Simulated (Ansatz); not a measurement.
How far is PAW off for IrO2?

```yaml
crystal:
  lattice:
    - [4.55820, 0.00000, 0.00000]
    - [0.00000, 4.55820, 0.00000]
    - [0.00000, 0.00000, 3.18740]
  atoms:
    - { symbol: Ir, position: [0.00000, 0.00000, 0.00000] }
    - { symbol: Ir, position: [0.50000, 0.50000, 0.50000] }
    - { symbol: O, position: [0.31100, 0.31100, 0.00000] }
    - { symbol: O, position: [0.18900, 0.81100, 0.50000] }
    - { symbol: O, position: [0.68900, 0.68900, 0.00000] }
    - { symbol: O, position: [0.81100, 0.18900, 0.50000] }
```

Atom numbers follow the list: Ir1, Ir2, O3, O4, O5, O6.

The cell comes from COD entry 1538153, which wasn't checked; take it as a given geometry. It is an old determination, and later ones may differ. The listed cell was then made from it by scaling, straining or moving an atom.

No spin–orbit coupling, which matters for the heavy atoms here.

All numbers are computed: DFT, PBEsol, PAW with Ansatz's default frozen-core files, scalar-relativistic (Ansatz 0.2.0); DFT, PBEsol, all-electron PAW with datasets made for the crystal, scalar-relativistic (Ansatz 0.2.0); DFT, PBEsol, all-electron LAPW, scalar-relativistic (Ansatz 0.2.0).

For PAW: a Γ-centred 8×8×11 k mesh, Fermi–Dirac smearing of 0.05 eV, cutoff 420 eV, no spin polarisation; the PAW files were made with PBE, and the program remakes their frozen cores for this functional. The crystal-made all-electron datasets (AE datasets) take a cutoff of 460 eV at this cell. LAPW targets a basis error of 0.5 meV/atom. The Ansatz runs share mesh, smearing and spin set-up. Plane-wave (PAW) pressures include the program's estimate of the Pulay term.

Stress and pressure are positive in compression.

The change that made this cell: volume scaled by 1.04.

No spin–orbit coupling: at heavy atoms the gradients can be off by tens of per cent for that reason.

In a metal, gradients converge slowly with the k mesh: the values move by tens of per cent from one mesh to another, at times in sign, so only the comparison on one mesh counts.

```tsv
quantity	PAW	AE datasets	LAPW
pressure (GPa)	-12.49	-12.41	-12.40
stress xx (GPa)	-12.95	-12.88	-12.88
stress zz (GPa)	-11.57	-11.45	-11.45
force on O3, x (eV/Å)	-0.283	-0.286	-0.286
field gradient Vzz at Ir1 (10²¹ V/m²)	-14.15	-14.03	–
field gradient Vzz at O3 (10²¹ V/m²)	-9.93	-9.73	–
```

PAW's pressure differs from the LAPW value by -0.09 GPa.
